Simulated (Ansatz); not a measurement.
A (110) slab of Na (Im-3m (No. 229)), 4 planes, outer planes Na (top) and Na (bottom), with 4 atoms (Na4) in a surface cell of A = 12.453 Å², as cut from the bulk:

```
Na
1.0
     3.63435    0.00000    0.00000
    -1.21145    3.42649    0.00000
     0.00000    0.00000   23.90229
Na
4
Direct
  0.50000 0.50000 0.31378
  0.00000 0.00000 0.43793
  0.50000 0.50000 0.56207
  0.00000 0.00000 0.68622
```

Theory: DFT PBE, scalar-relativistic, plane waves, PAW in Ansatz 0.2.0. Plane waves to 420 eV, a k mesh through Γ of 10×10×1 on the computed 4-atom cell and Gaussian smearing (0.10 eV); no spin polarisation.

Against the same 4 atoms in the bulk, the slab as cut lies 0.332 eV higher and the relaxed slab 0.332 eV higher.

Task: Work out the surface energy before and after relaxation.

Result: The slab has two faces, so γ = (E_slab − N·E_bulk)/(2A), the mean of both. As cut: 0.332/(2 × 12.453) = 0.0133 eV/Å², and 1 eV/Å² = 16.02 J/m², so γ = 0.21 J/m². Relaxed: 0.332/(2 × 12.453) = 0.0133 eV/Å² = 0.21 J/m². Relaxation recovers 0.0 % of the cost of cutting.

Task: What is the ideal work of this cut, per area?

Result: Griffith's ideal work is 2γ: 0.43 J/m², whether the new faces relax or not. One thickness was run, 4 planes, so γ can still shift with it.